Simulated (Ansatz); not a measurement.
## Which way does HgS + CaSe ⇌ HgSe + CaS run?

Plane-wave DFT in Ansatz with scalar-relativistic PAW potentials, cutoff 420 eV, Γ-centred meshes chosen by cell and gap, Gaussian smearing with energies taken to zero width. Every cell was relaxed (cell and atoms) in a run of its own, within the symmetry of its start. Functional: PBEsol.

Total energies hold large constants for each element; a whole number of eV per atom of each element is taken off below, which cancels in a balanced reaction.

```tsv
compound	lowest structure computed	structures tried	V (Å³/atom)	gap on mesh (eV)	E (eV per formula unit, common shift removed)
HgS	F-43m	4	25.36	0.00	-0.2772
CaSe	Fm-3m	3	25.28	1.88	-4.0400
HgSe	F-43m	3	28.85	0.00	-0.6303
CaS	Fm-3m	3	22.34	2.16	-4.0539
```

Work out the reaction energy at 0 K.

ΔE = E(HgSe) + E(CaS) − E(HgS) − E(CaSe) = -0.367 eV, or -35 kJ per mole of reaction (-92 meV/atom). The right side is lower: Hg takes Se and Ca takes S. All four are computed as solids; where they are solids at ordinary conditions entropy changes little. A lower structure that wasn't tried would shift the value, and mixed crystals may lie lower than either side. This functional puts HgS lowest in F-43m, which isn't its usual phase at room temperature.

Spin-orbit coupling is left out, which matters for the bands of heavy elements.